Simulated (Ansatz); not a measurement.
Geometry optimisation, DFT PBE, scalar-relativistic, plane waves, PAW in Ansatz.

The input (input.yaml):

```yaml
accuracy: low
crystal:
  lattice:
    - [10.04, 0.0, 0.0]
    - [0.0, 15.06, 0.0]
    - [0.0, 0.0, 18.53]
  atoms:
    - { symbol: Ba, position: [0.25, 0.1666667, 0.0539665] }
    - { symbol: Ba, position: [0.75, 0.1666667, 0.0539665] }
    - { symbol: Ba, position: [0.25, 0.5, 0.0539665] }
    - { symbol: Ba, position: [0.75, 0.5, 0.0539665] }
    - { symbol: Ba, position: [0.25, 0.8333333, 0.0539665] }
    - { symbol: Ba, position: [0.75, 0.8333333, 0.0539665] }
    - { symbol: Ba, position: [0.0, 0.0, 0.1894226] }
    - { symbol: Ba, position: [0.5, 0.0, 0.1894226] }
    - { symbol: Ba, position: [0.0, 0.3333333, 0.1894226] }
    - { symbol: Ba, position: [0.5, 0.3333333, 0.1894226] }
    - { symbol: Ba, position: [0.0, 0.6666667, 0.1894226] }
    - { symbol: Ba, position: [0.5, 0.6666667, 0.1894226] }
    - { symbol: Ba, position: [0.25, 0.1666667, 0.3248786] }
    - { symbol: Ba, position: [0.75, 0.1666667, 0.3248786] }
    - { symbol: Ba, position: [0.25, 0.5, 0.3248786] }
    - { symbol: Ba, position: [0.75, 0.5, 0.3248786] }
    - { symbol: Ba, position: [0.25, 0.8333333, 0.3248786] }
    - { symbol: Ba, position: [0.75, 0.8333333, 0.3248786] }
    - { symbol: Ba, position: [0.0, 0.0, 0.4603346] }
    - { symbol: Ba, position: [0.5, 0.0, 0.4603346] }
    - { symbol: Ba, position: [0.0, 0.3333333, 0.4603346] }
    - { symbol: Ba, position: [0.5, 0.3333333, 0.4603346] }
    - { symbol: Ba, position: [0.0, 0.6666667, 0.4603346] }
    - { symbol: Ba, position: [0.5, 0.6666667, 0.4603346] }
basis:
  ecutwfc: 420.0
kpoints:
  mp_grid: { grid: [2, 1, 1] }
hamiltonian:
  xc: pbe
scf:
  occupations: { method: fermi_dirac, width: 0.05 }
  lower_state_search: "off"
relax:
  f_tol: 0.08
  max_steps: 25
  adjacent_minimum: "off"
  constraints: [{ sites: [0, 1, 2, 3, 4, 5] }]
```

Run as:

```bash
$ ansatz run input.yaml --threads 4 --pin off --max-ram 10240MiB --backend cpu --events-out ev --progress --plain --runs-dir out
```

Where does it end, and by what steps?

The forces met the threshold. Limits of this set-up: coarse k mesh, thin slab, slab without dipole correction, low accuracy level. After 2 steps the energy has fallen by 0.086 eV; Ba7 moved furthest, 0.10 Å.

```
step  energy less start (eV)  largest force component (eV/Å)  accepted
   0                  0.0000                           0.162       yes
   1                 -0.0560                           0.098       yes
   2                 -0.0864                           0.010       yes
```

```xyz
24
Lattice="10.0400 0.0000 0.0000 0.0000 15.0600 0.0000 0.0000 0.0000 18.5300" Properties=species:S:1:pos:R:3
Ba 2.510 2.510 1.000
Ba 7.530 2.510 1.000
Ba 2.510 7.530 1.000
Ba 7.530 7.530 1.000
Ba 2.510 12.550 1.000
Ba 7.530 12.550 1.000
Ba 0.000 0.000 3.611
Ba 5.020 0.000 3.611
Ba 0.000 5.020 3.611
Ba 5.020 5.020 3.611
Ba 0.000 10.040 3.611
Ba 5.020 10.040 3.611
Ba 2.510 2.510 5.951
Ba 7.530 2.510 5.951
Ba 2.510 7.530 5.951
Ba 7.530 7.530 5.951
Ba 2.510 12.550 5.951
Ba 7.530 12.550 5.951
Ba 0.000 0.000 8.564
Ba 5.020 0.000 8.564
Ba 0.000 5.020 8.564
Ba 5.020 5.020 8.564
Ba 0.000 10.040 8.564
Ba 5.020 10.040 8.564
```

Run time: 60 s on 4 threads of Intel(R) Xeon(R) Platinum 8259CL CPU @ 2.50GHz (Skylake/Cascade Lake), on a shared host, peak memory 4.7 GiB.
